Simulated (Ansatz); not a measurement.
Crystal: Al2Cu.

```
Cu Al
1.0
     4.10518    0.00000    0.00000
     0.00000    4.10518    0.00000
     0.00000    0.00000    2.89131
Cu Al
1 2
Direct
  0.99512 0.00064 0.99967
  0.00895 0.50740 0.47581
  0.50315 0.99904 0.49949
```

The cell comes from a database or a generator and needn't be the stable form of this composition.

The cell isn't the ideal one: atoms moved at random, drawn with an rms of 0.05 Å.

* Program: Ansatz 0.2.0
* Task: relaxation of the atoms
* Functional: HSE06
* Potentials or basis: Ansatz PAW
* Cutoff: 420 eV (not typed: the program's choice for these potentials)
* k mesh: 4 × 4 × 5
* Occupations: methfessel-paxton, width 0.1 eV
* Spin: no spin polarisation

At the start: volume 16.24 Å³/atom.

Task: Where does the relaxation end?

Result: Over 4 steps the energy falls by 5.0 meV/atom; space group P4/mmm (No. 123, to 0.05 Å).

The path:
| step | energy change (eV) | largest force (eV/Å) |
| --- | --- | --- |
| 1 | 0.0000 | 0.3474 |
| 2 | -0.0093 | 0.2171 |
| 3 | -0.0151 | 0.0037 |
| 4 | -0.0151 | 0.0037 |

Final structure:
```
Cu Al
1.0
     4.10518    0.00000    0.00000
     0.00000    4.10518    0.00000
     0.00000    0.00000    2.89131
Cu Al
1 2
Direct
  0.00222 0.00224 0.99172
  0.00267 0.50232 0.49147
  0.50232 0.00252 0.49179
```

Caveat: the k mesh is coarse (spacing up to 0.43 Å⁻¹), so the values aren't converged, least of all with exact exchange; the PAW data sets come from PBE, with cores solved anew for the run's functional, which leaves a small shift of forces and pressure; the thresholds are loose for stress.
